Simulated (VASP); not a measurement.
# Bi2Se3 in VASP: a series of runs

One slab, Bi2Se3, is run at these levels: PBE+D3(BJ); tasks: relaxation of cell and atoms.

Everything below comes from runs of VASP 6.6.1. Logs are shortened: lines on timing, memory, paths and dates and some standing lists are left out, and cuts for length are marked.

**1. The structure**

The cell holds a slab with vacuum, 15 atoms: a = 4.143 Å, b = 4.143 Å, c = 44.057 Å, α = 90.00°, β = 90.00°, γ = 120.00°.

**2. Relaxation of cell and atoms, PBE+D3(BJ)**

Input file INCAR:

```
ALGO = Normal
EDIFF = 1E-6
EDIFFG = -0.01
ENCUT = 600
GGA = PE
IBRION = 2
ISIF = 3
ISMEAR = 0
IVDW = 12
KPAR = 8
LASPH = T
LATTICE_CONSTRAINTS = .TRUE. .TRUE. .FALSE.
LCHARG = F
LREAL = F
LWAVE = F
NELM = 80
NSW = 90
PREC = Accurate
SIGMA = 0.03
```

Input file KPOINTS:

```
k-points
0
Gamma
  9 9 1
```

Input file POSCAR:

```
Bi2Se3
1.0
    4.1430000000      0.0000000000      0.0000000000
   -2.0715000000      3.5879432500      0.0000000000
    0.0000000000      0.0000000000     44.0568509300
Se Bi
9 6
Direct
    0.0000000000      0.0000000000      0.2042815100
    0.6666666700      0.3333333300      0.2833405400
    0.3333333300      0.6666666700      0.3623995800
    0.6666666700      0.3333333300      0.4209409600
    0.3333333300      0.6666666700      0.5000000000
    0.0000000000      0.0000000000      0.5790590400
    0.3333333300      0.6666666700      0.6376004200
    0.0000000000      0.0000000000      0.7166594600
    0.6666666700      0.3333333300      0.7957184900
    0.3333333300      0.6666666700      0.2394886700
    0.0000000000      0.0000000000      0.3271924200
    0.0000000000      0.0000000000      0.4561481300
    0.6666666700      0.3333333300      0.5438518700
    0.6666666700      0.3333333300      0.6728075800
    0.3333333300      0.6666666700      0.7605113300
```

Potentials or basis: VASP PAW PBE potentials, release 64 (Se, Bi_d).

Launch:

```console
> cat potpaw_PBE.64/Se/POTCAR potpaw_PBE.64/Bi_d/POTCAR > POTCAR
> mpirun -np 8 vasp_std > vasp.out
```

OUTCAR:

```text
EDIFF = 1E-6
   EDIFFG = -0.01
   ENCUT = 600
   GGA = PE
   IBRION = 2
   ISIF = 3
   ISMEAR = 0
   IVDW = 12
   LASPH = T
   LREAL = F
   NELM = 80
   NSW = 90
   PREC = Accurate
 IVDW          = 12

 ion  position               nearest neighbor table
   1  0.000  0.000  0.204-  10 2.85  10 2.85  10 2.85
   2  0.667  0.333  0.283-  10 3.07  10 3.07  10 3.07  11 3.07  11 3.07  11 3.07
   3  0.333  0.667  0.362-  11 2.85  11 2.85  11 2.85
   4  0.667  0.333  0.421-  12 2.85  12 2.85  12 2.85
   5  0.333  0.667  0.500-  12 3.07  13 3.07  13 3.07  12 3.07  12 3.07  13 3.07
   6  0.000  0.000  0.579-  13 2.85  13 2.85  13 2.85
   7  0.333  0.667  0.638-  14 2.85  14 2.85  14 2.85
   8  0.000  0.000  0.717-  15 3.07  15 3.07  15 3.07  14 3.07  14 3.07  14 3.07
   9  0.667  0.333  0.796-  15 2.85  15 2.85  15 2.85
  10  0.333  0.667  0.239-   1 2.85   1 2.85   1 2.85   2 3.07   2 3.07   2 3.07
  11  0.000  0.000  0.327-   3 2.85   3 2.85   3 2.85   2 3.07   2 3.07   2 3.07
  12  0.000  0.000  0.456-   4 2.85   4 2.85   4 2.85   5 3.07   5 3.07   5 3.07
  13  0.667  0.333  0.544-   6 2.85   6 2.85   6 2.85   5 3.07   5 3.07   5 3.07
  14  0.667  0.333  0.673-   7 2.85   7 2.85   7 2.85   8 3.07   8 3.07   8 3.07
  15  0.333  0.667  0.761-   9 2.85   9 2.85   9 2.85   8 3.07   8 3.07   8 3.07

  LATTYP: Found a hexagonal cell.
 ALAT       =     4.1430000000
 C/A-ratio  =    10.6340456022

  Lattice vectors:

 A1 = (   4.1430000000,   0.0000000000,   0.0000000000)
 A2 = (  -2.0715000000,   3.5879432500,   0.0000000000)
 A3 = (   0.0000000000,   0.0000000000,  44.0568509300)

Analysis of symmetry for initial positions (statically):
=====================================================================
 Subroutine PRICEL returns:
 Original cell was already a primitive cell.

 Routine SETGRP: Setting up the symmetry group for a
 hexagonal supercell.

 Subroutine GETGRP returns: Found 12 space group operations
 (whereof  6 operations were pure point group operations)
 out of a pool of 24 trial point group operations.

The static configuration has the point symmetry C_3v.
 The point group associated with its full space group is D_3d.

Analysis of symmetry for dynamics (positions and initial velocities):
=====================================================================
 Subroutine PRICEL returns:
 Original cell was already a primitive cell.

 Routine SETGRP: Setting up the symmetry group for a
 hexagonal supercell.

 Subroutine GETGRP returns: Found 12 space group operations
 (whereof  6 operations were pure point group operations)
 out of a pool of 24 trial point group operations.

The dynamic configuration has the point symmetry C_3v.
 The point group associated with its full space group is D_3d.

 Subroutine INISYM returns: Found 12 space group operations
 (whereof  6 operations are pure point group operations),
 and found     1 'primitive' translations

----------------------------------------------------------------------------------------

                                     Primitive cell

  volume of cell :     654.8984

  direct lattice vectors                    reciprocal lattice vectors
     4.143000000  0.000000000  0.000000000     0.241370987  0.139355604  0.000000000
    -2.071500000  3.587943250  0.000000000     0.000000000  0.278711209  0.000000000
     0.000000000  0.000000000 44.056850930     0.000000000  0.000000000  0.022697945

  length of vectors
     4.143000000  4.143000002 44.056850930     0.278711209  0.278711209  0.022697945

  position of ions in fractional coordinates (direct lattice)
     0.000000000  0.000000000  0.204281510
     0.666666670  0.333333330  0.283340540
     0.333333330  0.666666670  0.362399580
     0.666666670  0.333333330  0.420940960
     0.333333330  0.666666670  0.500000000
     0.000000000  0.000000000  0.579059040
     0.333333330  0.666666670  0.637600420
     0.000000000  0.000000000  0.716659460
     0.666666670  0.333333330  0.795718490
     0.333333330  0.666666670  0.239488670
     0.000000000  0.000000000  0.327192420
     0.000000000  0.000000000  0.456148130
     0.666666670  0.333333330  0.543851870
     0.666666670  0.333333330  0.672807580
     0.333333330  0.666666670  0.760511330

  ion indices of the primitive-cell ions
   primitive index   ion index
                 1           1
                 2           2
                 3           3
                 4           4
                 5           5
                 6           6
                 7           7
                 8           8
                 9           9
                10          10
                11          11
                12          12
                13          13
                14          14
                15          15

----------------------------------------------------------------------------------------

 KPOINTS: k-points

Automatic generation of k-mesh.
 Grid dimensions read from file:
 generate k-points for:    9    9    1

 Generating k-lattice:

  Cartesian coordinates                     Fractional coordinates (reciprocal lattice)
     0.026818999  0.015483956  0.000000000     0.111111111  0.000000000  0.000000000
     0.000000000  0.030967912  0.000000000     0.000000000  0.111111111  0.000000000
     0.000000000  0.000000000  0.022697945     0.000000000  0.000000000  1.000000000

  Length of vectors
     0.030967912  0.030967912  0.022697945

  Shift w.r.t. Gamma in fractional coordinates (k-lattice)
     0.000000000  0.000000000  0.000000000

 Subroutine IBZKPT returns following result:
 ===========================================

 Found     12 irreducible k-points:

 Following reciprocal coordinates:
            Coordinates               Weight
  0.000000  0.000000  0.000000      1.000000
  0.111111  0.000000  0.000000      6.000000
  0.222222  0.000000  0.000000      6.000000
  0.333333  0.000000  0.000000      6.000000
  0.444444  0.000000  0.000000      6.000000
  0.111111  0.111111  0.000000      6.000000
  0.222222  0.111111  0.000000     12.000000
  0.333333  0.111111  0.000000     12.000000
  0.444444  0.111111  0.000000      6.000000
  0.222222  0.222222  0.000000      6.000000
  0.333333  0.222222  0.000000     12.000000
  0.333333  0.333333  0.000000      2.000000
   k-points           NKPTS =     12   k-points in BZ     NKDIM =     12   number of bands    NBANDS=     86
   number of dos      NEDOS =    301   number of ions     NIONS =     15
   total plane-waves  NPLWV = 466560
   dimension x,y,z NGX =    36 NGY =   36 NGZ =  360
   dimension x,y,z NGXF=    72 NGYF=   72 NGZF=  720
   ions per type =               9   6
   NGX,Y,Z   is equivalent  to a cutoff of  14.45, 14.45, 13.58 a.u.
   NGXF,Y,Z  is equivalent  to a cutoff of  28.89, 28.89, 27.17 a.u.
 SYSTEM =  unknown system
   PREC   = accura    normal or accurate (medium, high low for compatibility)
   ISTART =      0    job   : 0-new  1-cont  2-samecut
   ICHARG =      2    charge: 1-file 2-atom 10-const
   ISPIN  =      1    spin polarized calculation?
   LNONCOLLINEAR =      F non collinear calculations
   LSORBIT =      F    spin-orbit coupling
   LASPH  =      T    aspherical Exc in radial PAW
   ENCUT  =  600.0 eV  44.10 Ry    6.64 a.u.   8.27  8.27 87.99*2*pi/ulx,y,z
   NELM   =     80;   NELMIN=  2; NELMDL= -5     # of ELM steps
   EDIFF  = 0.1E-05   stopping-criterion for ELM
   LREAL  =      F    real-space projection
   EDIFFG = -.1E-01   stopping-criterion for IOM
   NSW    =     90    number of steps for IOM
   IBRION =      2    ionic relax: 0-MD 1-quasi-New 2-CG
   NFREE  =      1    steps in history (QN), initial steepest desc. (CG)
   ISIF   =      3    stress and relaxation
   ISYM   =      2    0-nonsym 1-usesym 2-fastsym
   POTIM  = 0.5000    time-step for ionic-motion
   TEBEG  =    0.0;   TEEND  =   0.0 temperature during run
   PSTRESS=    0.0 pullay stress
   NELECT =     144.0000    total number of electrons
   NUPDOWN=      -1.0000    fix difference up-down
   EMIN   =  10.00;   EMAX   =-10.00  energy-range for DOS
   EFERMI =   0.00;   METHOD = LEGACY
   ISMEAR =     0;   SIGMA  =   0.03  broadening in eV -4-tet -1-fermi 0-gaus
   EFERMI_NEDOS =   21; number of points for ismear=-14 and -15
   IALGO  =     38    algorithm
   IMIX   =      4    mixing-type and parameters
     AMIX     =   0.40;   BMIX     =  1.00
     AMIX_MAG =   1.60;   BMIX_MAG =  1.00
  volume/ion in A,a.u.               =      43.66       294.63
  Fermi-wavevector in a.u.,A,eV,Ry     =   0.988108  1.867253 13.284145  0.976357
  Thomas-Fermi vector in A             =   2.119611
   LORBIT       =      0    0 simple, 1 ext, 2 COOP (PROOUT), +10 PAW based schemes
   GGA     = PE    functional components
   LHFCALC =     F    Hartree Fock is set to
   AEXX    =    0.0000 exact exchange contribution
   IVDW    =    12    specifies the selected vdW correction
   LEPSILON=     F    determine dielectric tensor
   LRPA    =     F    only Hartree local field effects (RPA)
 conjugate gradient relaxation of ions
 non-spin polarized calculation
 Gauss-broadening in eV      SIGMA  =   0.03
  energy-cutoff  :      600.00
  volume of cell :      654.90
 maximum number of plane-waves:     21915
 NGX is ok and might be reduce to    36
   NGX = 17   NGY = 17   NGZ =175

--------------------------------------- Ionic step        1  -------------------------------------------

 number of electron     144.0000001 magnetization

 Free energy of the ion-electron system (eV)
  ---------------------------------------------------
  ext. energy  EPLUGINS =         0.00000000
  ---------------------------------------------------
  free energy    TOTEN  =       -60.51088806 eV

  energy without entropy =      -60.51088806  energy(sigma->0) =      -60.51088806

------------------------ aborting loop because EDIFF is reached ----------------------------------------

 Edisp (eV)   -5.58554

 E8    (eV) :    -2.5596
[... 144 lines left out ...]
  FREE ENERGIE OF THE ION-ELECTRON SYSTEM (eV)
  ---------------------------------------------------
  free  energy   TOTEN  =       -66.1055144791 eV

  energy  without entropy=      -66.1055144791  energy(sigma->0) =      -66.10551448

[... ionic steps 4 to 7 ...]

--------------------------------------- Ionic step        8  -------------------------------------------

 number of electron     143.9999997 magnetization

------------------------ aborting loop because EDIFF is reached ----------------------------------------
[... 101 lines left out ...]
--------------------------------------- Ionic step       10  -------------------------------------------

 number of electron     143.9999998 magnetization

 Free energy of the ion-electron system (eV)
  ---------------------------------------------------
  ext. energy  EPLUGINS =         0.00000000
  ---------------------------------------------------
  free energy    TOTEN  =       -60.50893446 eV

  energy without entropy =      -60.50893446  energy(sigma->0) =      -60.50893446

 E-fermi :   1.4089     XC(G=0):  -6.4497

 val. band max:        1.2350549639   @ k =   0.0000   0.0000   0.0000
 cond. band min:       1.6333708236   @ k =   0.0000   0.0000   0.0000
 fundamental gap:      0.3983158596
 Fermi energy:         1.4089416411

 k-point     1 :       0.0000    0.0000    0.0000
  band No.  band energies     occupation
      1     -21.7729      2.00000
      2     -21.7729      2.00000
      3     -21.7729      2.00000
      4     -21.7729      2.00000
      5     -21.7710      2.00000
      6     -21.7710      2.00000
[... 1033 lines left out ...]
     83       5.1958      0.00000
     84       5.2431      0.00000
 [bands above 84 left out]

------------------------ aborting loop because EDIFF is reached ----------------------------------------

 Edisp (eV)   -5.60044

 E8    (eV) :    -2.5664
[... 38 lines left out ...]
  FREE ENERGIE OF THE ION-ELECTRON SYSTEM (eV)
  ---------------------------------------------------
  free  energy   TOTEN  =       -66.1093726003 eV

  energy  without entropy=      -66.1093726003  energy(sigma->0) =      -66.10937260

 reached required accuracy - stopping structural energy minimisation
```

Run time: 21 min. Hardware: 8 MPI ranks of Intel Xeon 6975P-C (Granite Rapids), shared host; peak memory 1.4 GiB.

What came out:

* Free energy: -66.1094 eV
* Relaxed volume: 43.53 Å³/atom
* Relaxed cell: a = 4.137 Å, b = 4.137 Å, c = 44.057 Å, α = 90.00°, β = 90.00°, γ = 120.00°
* Space group after relaxing (to 0.05 Å): P-3m1 (No. 164)
* Energy gained by relaxing: 0.9 meV/atom
* Ionic steps: 10
* Largest force after relaxing: 0.008 eV/Å
* Band gap on the k mesh: 0.40 eV, direct
* Dispersion energy per atom: -0.373 eV

Forces on the atoms (eV/Å):
```
Se   0.000  0.000  0.008
Se   0.000  0.000  0.008
Se   0.000  0.000  0.002
Se   0.000  0.000  0.004
Se   0.000  0.000  0.000
Se   0.000  0.000 -0.004
Se   0.000  0.000 -0.002
Se   0.000  0.000 -0.008
Se   0.000  0.000 -0.008
Bi   0.000  0.000 -0.004
Bi   0.000  0.000 -0.004
Bi   0.000  0.000  0.005
Bi   0.000  0.000 -0.005
Bi   0.000  0.000  0.004
Bi   0.000  0.000  0.004
```

The path:
```csv
step,energy change (eV),largest force (eV/Å),pressure (GPa),volume (Å³)
1,0.0000,0.1819,0.14,654.90
2,-0.0090,0.0537,-0.10,656.72
3,-0.0091,0.0414,-0.12,656.90
4,-0.0112,0.0280,-0.01,654.32
5,-0.0113,0.0353,0.02,653.61
6,-0.0117,0.0264,0.01,653.43
7,-0.0125,0.0261,0.01,652.89
8,-0.0126,0.0418,0.01,651.82
9,-0.0128,0.0273,0.02,652.26
10,-0.0129,0.0084,-0.04,652.88
```

Final structure:
```xyz
15
Lattice="4.1366 0.0000 0.0000 -2.0683 3.5824 0.0000 0.0000 0.0000 44.0569" Properties=species:S:1:pos:R:3 pbc="T T T"
Se   -2.0683    3.5824    8.9791
Se    2.0683    1.1941   12.4878
Se    0.0000    2.3883   15.9964
Se    2.0683    1.1941   18.5190
Se    0.0000    2.3883   22.0284
Se    0.0000    0.0000   25.5378
Se    0.0000    2.3883   28.0605
Se   -2.0683    3.5824   31.5690
Se    2.0683    1.1941   35.0778
Bi    0.0000    2.3883   10.5541
Bi    4.1366    0.0000   14.4159
Bi    2.0683    3.5824   20.0985
Bi    2.0683    1.1941   23.9584
Bi    2.0683    1.1941   29.6409
Bi    0.0000    2.3883   33.5028
```

Levels at points of the mesh, in eV from the valence-band top:
| k point | band 68 | band 69 | band 70 | band 71 | band 72 | band 73 | band 74 | band 75 | band 76 | band 77 |
| --- | --- | --- | --- | --- | --- | --- | --- | --- | --- | --- |
| (0.00, 0.00, 0.00) | -1.07 | -0.99 | -0.98 | -0.24 | 0.00 | 0.40 | 0.60 | 0.78 | 1.56 | 1.56 |

Caveat: spin-orbit coupling is left out, which as a rule narrows the gap of such compounds by several tenths of an eV.

**3. Relaxation of cell and atoms, PBE+D3(BJ)**

This run uses another cell than the first one, of 43.53 Å³/atom, 0.997 times its volume.

Changes to INCAR since step 2:

```diff
@@ -1,4 +1,4 @@
 ALGO = Normal
-EDIFF = 1E-6
-EDIFFG = -0.01
+EDIFF = 1E-7
+EDIFFG = -0.005
 ENCUT = 600
```

KPOINTS is that of step 2.

Input file POSCAR:

```
Bi2Se3                                  
1.0
    4.1366051871      0.0000000000      0.0000000000
   -2.0683025935      3.5824051796      0.0000000000
    0.0000000000      0.0000000000     44.0568509300
  Se              Bi            
     9     6
Direct
     0.0000000000000000    1.0000000000000000    0.2038060319917185
     0.6666666699999979    0.3333333300000021    0.2834482505995524
     0.3333333300000021    0.6666666699999979    0.3630844092177397
     0.6666666699999979    0.3333333300000021    0.4203435859378090
     0.3333333300000021    0.6666666699999979    0.5000000000000000
     0.0000000000000000    0.0000000000000000    0.5796564140621910
     0.3333333300000021    0.6666666699999979    0.6369155907822603
     0.0000000000000000    1.0000000000000000    0.7165517494004477
     0.6666666699999979    0.3333333300000021    0.7961939680082815
     0.3333333300000021    0.6666666699999979    0.2395560872705902
     1.0000000000000000    0.0000000000000000    0.3272118282199671
     1.0000000000000000    1.0000000000000000    0.4561938764823483
     0.6666666699999979    0.3333333300000021    0.5438061235176518
     0.6666666699999979    0.3333333300000021    0.6727881717800330
     0.3333333300000021    0.6666666699999979    0.7604439127294098
```

Potentials or basis: VASP PAW PBE potentials, release 64 (Se, Bi_d).

Launch:

```console
> cat potpaw_PBE.64/Se/POTCAR potpaw_PBE.64/Bi_d/POTCAR > POTCAR
> mpirun -np 8 vasp_std > vasp.out
```

It took 12 min on 8 MPI ranks of Intel Xeon 6975P-C (Granite Rapids), shared host; peak memory 1.4 GiB.

The run converged. Its results:

```
Free energy                            : -66.1093 eV
Relaxed volume                         : 43.49 Å³/atom
Relaxed cell                           : a = 4.135 Å, b = 4.135 Å, c = 44.057 Å, α = 90.00°, β = 90.00°, γ = 120.00°
Space group after relaxing (to 0.05 Å) : P-3m1 (No. 164)
Energy gained by relaxing              : 0.0 meV/atom
Ionic steps                            : 5
Largest force after relaxing           : 0.003 eV/Å
Band gap on the k mesh                 : 0.40 eV, direct
Dispersion energy per atom             : -0.374 eV
```

Forces on the atoms (eV/Å):
```
Se   0.000  0.000  0.000
Se   0.000  0.000  0.003
Se   0.000  0.000  0.003
Se   0.000  0.000  0.002
Se   0.000  0.000  0.000
Se   0.000  0.000 -0.002
Se   0.000  0.000 -0.003
Se   0.000  0.000 -0.003
Se   0.000  0.000  0.000
Bi   0.000  0.000  0.002
Bi   0.000  0.000  0.002
Bi   0.000  0.000  0.003
Bi   0.000  0.000 -0.003
Bi   0.000  0.000 -0.002
Bi   0.000  0.000 -0.002
```

Final structure:
```xyz
15
Lattice="4.1351 0.0000 0.0000 -2.0676 3.5811 0.0000 0.0000 0.0000 44.0569" Properties=species:S:1:pos:R:3 pbc="T T T"
Se    0.0000    0.0000    8.9794
Se    2.0676    1.1937   12.4884
Se    0.0000    2.3874   15.9967
Se    2.0676    1.1937   18.5192
Se    0.0000    2.3874   22.0284
Se    4.1351    0.0000   25.5377
Se    0.0000    2.3874   28.0601
Se    4.1351    0.0000   31.5684
Se    2.0676    1.1937   35.0774
Bi    0.0000    2.3874   10.5540
Bi    4.1351    0.0000   14.4156
Bi    0.0000    0.0000   20.0990
Bi    2.0676    1.1937   23.9578
Bi    2.0676    1.1937   29.6413
Bi    0.0000    2.3874   33.5029
```

Levels at points of the mesh, in eV from the valence-band top:
```tsv
k point	band 68	band 69	band 70	band 71	band 72	band 73	band 74	band 75	band 76	band 77
(0.00, 0.00, 0.00)	-1.07	-0.99	-0.98	-0.24	0.00	0.40	0.60	0.79	1.56	1.56
```

Caveat: spin-orbit coupling is left out, which as a rule narrows the gap of such compounds by several tenths of an eV.
